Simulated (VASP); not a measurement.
A run of VASP 6.6.1:

File INCAR:

```
SYSTEM = MnF2
PREC = Accurate
ENCUT = 600
EDIFF = 1E-6
ISMEAR = 0
SIGMA = 0.03
LREAL = .False.
LASPH = .True.
NELM = 150
ALGO = Normal
ISIF = 2
LWAVE = .False.
LCHARG = .False.
ISPIN = 2
MAGMOM = 5 -5 0 0 0 0
LORBIT = 11
LMAXMIX = 4
METAGGA = R2SCAN
LMIXTAU = .True.
AMIX = 0.2
BMIX = 1E-4
AMIX_MAG = 0.8
BMIX_MAG = 1E-4
KPAR = 2
```

File KPOINTS:

```
Automatic mesh
0
Gamma
  6 6 8
  0 0 0
```

POSCAR

```
MnF2
1.0
    4.8738000000      0.0000000000      0.0000000000
    0.0000000000      4.8738000000      0.0000000000
    0.0000000000      0.0000000000      3.3107000000
Mn F
2 4
Direct
    0.0000000000      0.0000000000      0.0000000000
    0.5000000000      0.5000000000      0.5000000000
    0.3053000000      0.3053000000      0.0000000000
    0.1947000000      0.8053000000      0.5000000000
    0.6947000000      0.6947000000      0.0000000000
    0.8053000000      0.1947000000      0.5000000000
```

Potentials or basis: VASP PAW PBE potentials, release 64 (Mn_pv, F).

The run is started by

```console
$ cat potpaw_PBE.64/Mn_pv/POTCAR potpaw_PBE.64/F/POTCAR > POTCAR
$ mpirun -np 2 vasp_std > vasp.out
```

Hardware: 2 MPI ranks on Intel(R) Xeon(R) Platinum 8559C (Emerald Rapids) (shared host).

Problem. Estimate the wall time of this run.

Solution. It took 10 min on 2 MPI ranks on Intel(R) Xeon(R) Platinum 8559C (Emerald Rapids) (shared host), peak memory 0.38 GiB a rank. Counts: scf iterations 16, k points 50.
